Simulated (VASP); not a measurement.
# Ba (Pm-3m) in VASP: further runs

The runs below take Ba through single point, with PBE.

All numbers are computed with VASP 6.6.1; they aren't measurements. Logs are shortened: lines on timing, memory, paths and dates and some standing lists are left out, and cuts for length are marked.

### 1 The crystal as given

It takes space group Pm-3m (No. 221, cubic). Conventional cell: a = 3.918 Å, b = 3.918 Å, c = 3.918 Å, α = 90.00°, β = 90.00°, γ = 90.00°. Ba (site symmetry m-3m) has 6 Ba at 3.92 Å as nearest neighbours.

This isn't the form of Ba at room conditions, which is bcc.

### 2 Single point, PBE

INCAR

```
PREC = Accurate
ENCUT = 450
EDIFF = 0.01
ISMEAR = 1
SIGMA = 0.2
LREAL = F
LASPH = T
NELM = 100
ALGO = Normal
ISIF = 2
LWAVE = F
LCHARG = F
GGA = PE
ADDGRID = F
```

KPOINTS

```
regular mesh
0
Gamma
  11 11 11
```

POSCAR

```
Ba
1.0
    3.9784390000     -0.0454340000      0.0410850000
   -0.0454340000      3.9110040000      0.0402290000
    0.0410850000      0.0402290000      3.8659060000
Ba
1
Direct
   -0.0007550000      0.0095990000     -0.0077320000
```

Potentials or basis: VASP PAW PBE potentials, release 64 (Ba_sv).

On the command line:

```console
$ cat potpaw_PBE.64/Ba_sv/POTCAR > POTCAR
$ mpirun -np 1 vasp_std > vasp.out
```

OUTCAR:

```text
PREC = Accurate
   ENCUT = 450
   EDIFF = 0.01
   ISMEAR = 1
   LREAL = F
   LASPH = T
   NELM = 100
   ISIF = 2
   GGA = PE

 Found    666 irreducible k-points:

 Following reciprocal coordinates:
            Coordinates               Weight
  0.000000  0.000000  0.000000      1.000000
  0.090909 -0.000000  0.000000      2.000000
  0.181818 -0.000000 -0.000000      2.000000
  0.272727 -0.000000 -0.000000      2.000000
  0.363636 -0.000000  0.000000      2.000000
  0.454545 -0.000000 -0.000000      2.000000
   k-points           NKPTS =    666   k-points in BZ     NKDIM =    666   number of bands    NBANDS=      9
   number of dos      NEDOS =    301   number of ions     NIONS =      1
   total plane-waves  NPLWV =  21952
   dimension x,y,z NGX =    28 NGY =   28 NGZ =   28
   dimension x,y,z NGXF=    56 NGYF=   56 NGZF=   56
   ions per type =               1
   NGX,Y,Z   is equivalent  to a cutoff of  11.70, 11.90, 12.04 a.u.
   NGXF,Y,Z  is equivalent  to a cutoff of  23.40, 23.80, 24.08 a.u.
 SYSTEM =  unknown system
   PREC   = accura    normal or accurate (medium, high low for compatibility)
   ISTART =      0    job   : 0-new  1-cont  2-samecut
   ICHARG =      2    charge: 1-file 2-atom 10-const
   ISPIN  =      1    spin polarized calculation?
   LNONCOLLINEAR =      F non collinear calculations
   LSORBIT =      F    spin-orbit coupling
   LASPH  =      T    aspherical Exc in radial PAW
   ENCUT  =  450.0 eV  33.07 Ry    5.75 a.u.   6.88  6.77  6.69*2*pi/ulx,y,z
   NELM   =    100;   NELMIN=  2; NELMDL= -5     # of ELM steps
   EDIFF  = 0.1E-01   stopping-criterion for ELM
   LREAL  =      F    real-space projection
   EDIFFG = 0.1E+00   stopping-criterion for IOM
   NSW    =      0    number of steps for IOM
   IBRION =     -1    ionic relax: 0-MD 1-quasi-New 2-CG
   NFREE  =      0    steps in history (QN), initial steepest desc. (CG)
   ISIF   =      2    stress and relaxation
   ISYM   =      2    0-nonsym 1-usesym 2-fastsym
   POTIM  = 0.5000    time-step for ionic-motion
   TEBEG  =    0.0;   TEEND  =   0.0 temperature during run
   PSTRESS=    0.0 pullay stress
   NELECT =      10.0000    total number of electrons
   NUPDOWN=      -1.0000    fix difference up-down
   EMIN   =  10.00;   EMAX   =-10.00  energy-range for DOS
   EFERMI =   0.00;   METHOD = LEGACY
   ISMEAR =     1;   SIGMA  =   0.20  broadening in eV -4-tet -1-fermi 0-gaus
   EFERMI_NEDOS =   21; number of points for ismear=-14 and -15
   IALGO  =     38    algorithm
   IMIX   =      4    mixing-type and parameters
     AMIX     =   0.40;   BMIX     =  1.00
     AMIX_MAG =   1.60;   BMIX_MAG =  1.00
  volume/ion in A,a.u.               =      60.13       405.78
  Fermi-wavevector in a.u.,A,eV,Ry     =   0.900275  1.701272 11.027447  0.810495
  Thomas-Fermi vector in A             =   2.023212
   LORBIT       =      0    0 simple, 1 ext, 2 COOP (PROOUT), +10 PAW based schemes
   GGA     = PE    functional components
   LHFCALC =     F    Hartree Fock is set to
   AEXX    =    0.0000 exact exchange contribution
   IVDW    =     0    specifies the selected vdW correction
   LEPSILON=     F    determine dielectric tensor
   LRPA    =     F    only Hartree local field effects (RPA)
 non-spin polarized calculation
 Methfessel and Paxton  Order N= 1 SIGMA  =   0.20
  energy-cutoff  :      450.00
  volume of cell :       60.13
 maximum number of plane-waves:      1324
   NGX = 13   NGY = 13   NGZ = 13

 number of electron      10.0000000 magnetization

 number of electron       9.9999999 magnetization

 Free energy of the ion-electron system (eV)
  ---------------------------------------------------
  ext. energy  EPLUGINS =         0.00000000
  ---------------------------------------------------
  free energy    TOTEN  =        -1.59409692 eV

  energy without entropy =       -1.60255826  energy(sigma->0) =       -1.59691737

 E-fermi :   1.6976     XC(G=0):  -7.5544

 val. band max:        1.6876318759   @ k =  -0.4545   0.4545   0.4545
 cond. band min:       1.7107110160   @ k =  -0.4545  -0.4545   0.4545
 fundamental gap:      0.0230791401
 Fermi energy:         1.6976357635

 k-point     1 :       0.0000    0.0000    0.0000
  band No.  band energies     occupation
      1     -27.3011      2.00000
      2     -12.1628      2.00000
      3     -12.1245      2.00000
      4     -12.0957      2.00000
      5      -0.8896      2.00000
      6       1.7375      0.67000
      7       1.7532      0.54899
      8       6.7071      0.00000
      9       6.7736      0.00000

 k-point     2 :       0.0909   -0.0000    0.0000
  band No.  band energies     occupation
      1     -27.2967      2.00000
      2     -12.2218      2.00000
      3     -12.1199      2.00000
      4     -12.0910      2.00000
      5      -0.7665      2.00000
      6       1.7742      0.40180
      7       1.8717     -0.01184
      8       6.3550      0.00000
      9       6.5071      0.00000

 k-point     3 :       0.1818   -0.0000   -0.0000
  band No.  band energies     occupation
      1     -27.2850      2.00000
      2     -12.3758      2.00000
      3     -12.1069      2.00000
      4     -12.0782      2.00000
      5      -0.4347      2.00000
      6       1.8746     -0.01745
      7       2.1896     -0.00276
      8       5.7501      0.00000
      9       5.8620      0.00000

 k-point     4 :       0.2727   -0.0000   -0.0000
  band No.  band energies     occupation
      1     -27.2697      2.00000
      2     -12.5682      2.00000
      3     -12.0897      2.00000
      4     -12.0612      2.00000
      5       0.0210      2.00000
      6       2.0160     -0.04691
      7       2.5415     -0.00000
      8       5.1764     -0.00000
      9       5.2912     -0.00000

 k-point     5 :       0.3636   -0.0000    0.0000
  band No.  band energies     occupation
      1     -27.2554      2.00000
      2     -12.7366      2.00000
      3     -12.0737      2.00000
      4     -12.0455      2.00000
      5       0.5076      2.00000
      6       2.1576     -0.00541
      7       2.6515     -0.00000
      8       4.7549     -0.00000
      9       4.8725     -0.00000

 k-point     6 :       0.4545   -0.0000   -0.0000
  band No.  band energies     occupation
      1     -27.2469      2.00000
      2     -12.8332      2.00000
      3     -12.0641      2.00000
      4     -12.0361      2.00000
      5       0.8830      2.00000
      6       2.2482     -0.00070
      7       2.5178     -0.00000
      8       4.5326     -0.00000
      9       4.6534     -0.00000

 [... further k-points ...]
[... 5 lines left out ...]
  --------------------------------------------------------------------------------------
  -------------------------------------------------------------------------------------
  Total       -0.6205634     -0.5266282     -0.4402062     -0.0546767      0.0466873      0.0489398
  in kB      -16.5347411    -14.0318631    -11.7291733     -1.4568454      1.2439699      1.3039884
  external PRESSURE =     -14.0985925 kB  Pullay stress =       0.0000000 kB

 VOLUME and BASIS-vectors are now :
 -----------------------------------------------------------------------------
  energy-cutoff  :      450.00
  volume of cell :       60.13
      direct lattice vectors                 reciprocal lattice vectors
     3.978439000 -0.045434000  0.041085000     0.251416447  0.002948496 -0.002702616
    -0.045434000  3.911004000  0.040229000     0.002948496  0.255750771 -0.002692703
     0.041085000  0.040229000  3.865906000    -0.002702616 -0.002692703  0.258728319

 POSITION                                       TOTAL-FORCE (eV/Angst)
 -----------------------------------------------------------------------------------
      4.01577      0.03206      3.87745        -0.000000     -0.000000      0.000000
 -----------------------------------------------------------------------------------
    total drift:                                0.000000     -0.000001     -0.000000

  FREE ENERGIE OF THE ION-ELECTRON SYSTEM (eV)
  ---------------------------------------------------
  free  energy   TOTEN  =        -1.5940969230 eV

  energy  without entropy=       -1.6025582585  energy(sigma->0) =       -1.59691737
```

It took 87 s on 1 thread of Intel Xeon Platinum 8259CL at 2.50GHz (Skylake/Cascade Lake), shared host; peak memory 0.41 GiB.

These settings aren't checked as converged: the numbers below hold their error.

Results:

```
Free energy            : -1.5941 eV
Pressure               : -1.4 GPa
Band gap on the k mesh : none (metal or under the smearing width)
```

### 3 Single point, PBE

Edit INCAR of step 2 so:

```diff
@@ -2,3 +2,3 @@
 ENCUT = 450
-EDIFF = 0.01
+EDIFF = 0.001
 ISMEAR = 1
```

KPOINTS is that of step 2.

POSCAR

```
Ba
1.0
    3.9177175405      0.0000000000      0.0000000000
    0.0000000000      3.9177175405      0.0000000000
    0.0000000000      0.0000000000      3.9177175405
Ba
1
Direct
    0.0000000000      0.0000000000      0.0000000000
```

Potentials or basis: VASP PAW PBE potentials, release 64 (Ba_sv).

On the command line:

```console
$ cat potpaw_PBE.64/Ba_sv/POTCAR > POTCAR
$ mpirun -np 1 vasp_std > vasp.out
```

OUTCAR:

```text
PREC = Accurate
   ENCUT = 450
   EDIFF = 0.001
   ISMEAR = 1
   LREAL = F
   LASPH = T
   NELM = 100
   ISIF = 2
   GGA = PE

 Found     56 irreducible k-points:

 Following reciprocal coordinates:
            Coordinates               Weight
  0.000000  0.000000  0.000000      1.000000
  0.090909  0.000000  0.000000      6.000000
  0.181818  0.000000  0.000000      6.000000
  0.272727  0.000000  0.000000      6.000000
  0.363636  0.000000  0.000000      6.000000
  0.454545  0.000000  0.000000      6.000000
[... 142 lines left out ...]
      4     -12.1529      2.00000
      5       0.9879      2.00000
      6       2.3317     -0.00011
      7       2.6217     -0.00000
      8       4.4243     -0.00000
      9       4.4243     -0.00000

 [... further k-points ...]
[... 5 lines left out ...]
  --------------------------------------------------------------------------------------
  -------------------------------------------------------------------------------------
  Total        0.1196935      0.1196935      0.1196935      0.0000000     -0.0000000      0.0000000
  in kB        3.1891995      3.1891995      3.1891995      0.0000000     -0.0000000      0.0000000
  external PRESSURE =       3.1891995 kB  Pullay stress =       0.0000000 kB

 VOLUME and BASIS-vectors are now :
 -----------------------------------------------------------------------------
  energy-cutoff  :      450.00
  volume of cell :       60.13
      direct lattice vectors                 reciprocal lattice vectors
     3.917717540  0.000000000  0.000000000     0.255250663  0.000000000  0.000000000
     0.000000000  3.917717540  0.000000000     0.000000000  0.255250663  0.000000000
     0.000000000  0.000000000  3.917717540     0.000000000  0.000000000  0.255250663

 POSITION                                       TOTAL-FORCE (eV/Angst)
 -----------------------------------------------------------------------------------
      0.00000      0.00000      0.00000         0.000000      0.000000      0.000000
 -----------------------------------------------------------------------------------
    total drift:                               -0.000000      0.000000     -0.000000

  FREE ENERGIE OF THE ION-ELECTRON SYSTEM (eV)
  ---------------------------------------------------
  free  energy   TOTEN  =        -1.5957429960 eV

  energy  without entropy=       -1.6042366034  energy(sigma->0) =       -1.59857420
```

OSZICAR:

```text
N       E                     dE             d eps       ncg     rms          rms(c)
DAV:   1     0.564382619727E+02    0.56438E+02   -0.41210E+03  1008   0.825E+02
DAV:   2     0.842635348959E+00   -0.55596E+02   -0.54614E+02  1212   0.147E+02
DAV:   3    -0.155194096626E+01   -0.23946E+01   -0.23779E+01  1274   0.348E+01
DAV:   4    -0.159695646735E+01   -0.45016E-01   -0.44989E-01  1519   0.426E+00
DAV:   5    -0.159742330012E+01   -0.46683E-03   -0.46680E-03  1450   0.311E-01    0.195E+00
DAV:   6    -0.159539658654E+01    0.20267E-02   -0.74860E-03  1344   0.836E-01    0.114E+00
DAV:   7    -0.159541183323E+01   -0.15247E-04   -0.17470E-02  1222   0.131E+00    0.720E-02
DAV:   8    -0.159574299603E+01   -0.33116E-03   -0.58801E-04   868   0.214E-01
   1 F= -.15957430E+01 E0= -.15985742E+01  d E =0.849361E-02
```

stdout:

```text
POSCAR found type information on POSCAR Ba
 POSCAR found :  1 types and       1 ions
 scaLAPACK will be used
 LDA part: xc-table for (Slater+PW92), standard interpolation
 POSCAR, INCAR and KPOINTS ok, starting setup
 FFT: planning ... GRIDC
 FFT: planning ... GRID_SOFT
 FFT: planning ... GRID
 WAVECAR not read
 entering main loop
```

Run time: 10 s. Hardware: 1 thread of Intel Xeon Platinum 8259CL at 2.50GHz (Skylake/Cascade Lake), shared host; peak memory 0.17 GiB.

The run converged, but some of its settings lie outside the range that counts as converged, so its numbers aren't taken as properties of the crystal.

What came out:

| Quantity | Value |
| --- | --- |
| Free energy | -1.5957 eV |
| Pressure | 0.3 GPa |
| Band gap on the k mesh | 0.07 eV, indirect (least direct gap 0.09 eV) |

Caveat: spin-orbit coupling is left out, which moves the levels of the heavy elements; an odd mesh through Γ misses points on the zone boundary, where band edges often lie.

### 4 Single point, PBE

INCAR is that of step 3.

KPOINTS is that of step 3.

POSCAR

```
Ba
1.0
    3.9784390000     -0.0454340000      0.0410850000
   -0.0454340000      3.9110040000      0.0402290000
    0.0410850000      0.0402290000      3.8659060000
Ba
1
Direct
   -0.0007550000      0.0095990000     -0.0077320000
```

On the command line:

```console
$ cat potpaw_PBE.64/Ba_sv/POTCAR > POTCAR
$ mpirun -np 1 vasp_std > vasp.out
```

Wall time 1.9 min (1 thread of Intel Xeon Platinum 8259CL at 2.50GHz (Skylake/Cascade Lake), shared host); peak memory 0.41 GiB.

The run converged, but some of its settings lie outside the range that counts as converged, so its numbers aren't taken as properties of the crystal.

Results:

```
Free energy            : -1.5945 eV
Pressure               : 0.3 GPa
Band gap on the k mesh : none (metal or under the smearing width)
```

### 5 For comparison

An earlier run on the cell as given: functional PBE; potentials or basis VASP PAW PBE potentials, release 64 (Ba_sv); cutoff 520 eV; k mesh 7 × 7 × 7; occupations fermi-dirac, width 0.05 eV; no spin polarisation.

* Pressure: 0.4 GPa
* Band gap on the k mesh: 0.15 eV, indirect (least direct gap 0.22 eV)
